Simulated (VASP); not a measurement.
Se, 1 atom in the cell. Symmetry: Im-3m, No. 229, cubic system. Conventional cell: a = 2.808 Å, b = 2.808 Å, c = 2.808 Å, α = 90.00°, β = 90.00°, γ = 90.00°. Se (site symmetry m-3m) is surrounded by 8 Se at 2.43 Å. This isn't the form of Se at room conditions, which is trigonal, of chains.

```yaml
Program: VASP 6.6.1
Task: relaxation of cell and atoms
Functional: PBE
Potentials_or_basis: VASP PAW PBE potentials, release 64 (Se)
Cutoff: 520 eV
k_mesh: 22 × 22 × 22
Occupations: gaussian, width 0.1 eV
Spin: no spin polarisation
Further_INCAR_settings: ALGO = Normal; EDIFF = 1e-06; IBRION = 2; EDIFFG = -0.01; NSW = 90; ISIF = 3
```

Potentials or basis: VASP PAW PBE potentials, release 64 (Se).

Launch:

```bash
$ cat potpaw_PBE.64/Se/POTCAR > POTCAR
$ mpirun -np 1 vasp_std > vasp.out
```

Hardware: 1 thread of Intel(R) Xeon(R) 6975P-C (Granite Rapids), with other jobs on the host.

Problem. How long does it take, and how much memory?

Solution. Run time: 37 s on 1 thread of Intel(R) Xeon(R) 6975P-C (Granite Rapids) (shared host), peak memory 0.13 GiB. Counts: scf iterations 54, k points 328, ion steps 8.
